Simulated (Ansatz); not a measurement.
**TiO2: a vibration from a frozen displacement**

These are results of Ansatz 0.2.0, DFT PBE, scalar-relativistic, plane waves, PAW, not measurements. The runs took a 420 eV cutoff, a Γ-centred 6×6×10 mesh and Gaussian smearing (0.05 eV). No spin polarisation. Energies are free energies at this smearing, counted from the undisturbed cell; pressure is positive in compression.

Zero of the scan (relaxed at this level):

```
Ti O
1.0
     4.64306    0.00000    0.00000
     0.00000    4.64306    0.00000
     0.00000    0.00000    2.96402
Ti O
2 4
Direct
  0.00000 0.00000 0.00000
  0.50000 0.50000 0.50000
  0.30511 0.30511 0.00000
  0.19489 0.80511 0.50000
  0.69489 0.69489 0.00000
  0.80511 0.19489 0.50000
```

Atom 1 (Ti) is moved by x along the Cartesian unit vector (0.462, -0.462, -0.757); the cell and all other atoms stay fixed. The cell's volume is 63.90 Å³; the moved atoms weigh 47.867 u together and the others 111.863 u. Some rows repeat others by symmetry and weren't run.

```csv
x (Å),ΔE (meV/cell),total force on the moved atoms along the move (eV/Å),pressure (GPa)
-0.2000,221.85,2.7644,2.6686
-0.1750,159.99,2.1997,2.0128
-0.1500,111.16,1.7196,1.4609
-0.1250,73.39,1.3138,1.0057
-0.1000,44.95,0.9714,0.6413
-0.0750,24.39,0.6812,0.3629
-0.0500,10.55,0.4312,0.1667
-0.0250,2.59,0.2088,0.0500
0.0000,0.00,0.0000,0.0112
0.0250,2.59,-0.2088,0.0500
0.0500,10.55,-0.4312,0.1667
0.0750,24.39,-0.6812,0.3629
0.1000,44.95,-0.9714,0.6413
0.1250,73.39,-1.3138,1.0057
0.1500,111.16,-1.7196,1.4609
0.1750,159.99,-2.1997,2.0128
0.2000,221.85,-2.7644,2.6686
```

Task: What frequency belongs to this motion?

Result: The force constant is k = −dF/dx = 8.351 eV/Å², from the parabola through x = -0.0250, 0 and 0.0250. In every cell the moved atoms swing against the rest, so the mass is μ = m₁m₂/(m₁ + m₂) = 33.522 u, and ν̃ = 521.5 cm⁻¹ × √(|k|/μ) = 260 cm⁻¹. The pattern needn't be a normal mode: ν̃² is then a weighted mean of the squared nonzero frequencies at the zone centre of this cell, taken without macroscopic field, so it lies between the lowest and the highest of them.

Task: How far does the harmonic law reach?

Result: At x = -0.200 Å, kx²/2 = 167.02 meV against the computed 221.85 meV (+32.8 %): the well stiffens in this direction at large amplitude.

Task: The pressure changes with x². What does that say about the frequency under compression?

Result: With E = k(V)x²/2, k ∝ V^(−2γ) and x scaling with the cell as V^(1/3), P − P0 = −∂E/∂V = (2γ − 2/3) ΔE/V. At x = 0.0500 Å, V(P − P0) = 63.90 × 0.15546 / 160.2 eV = 62.00 meV and ΔE = 10.55 meV, so γ = 1/3 + V(P − P0)/(2ΔE) = 3.27. This is the Grüneisen parameter of the motion under uniform scaling of the cell: shrinking the cell evenly by 1 % in volume raises the frequency by about 3.27 %.

Cost: 9 runs of about 4.1 core-minutes in all, on AMD EPYC 7R43 (Zen 3) (shared hosts).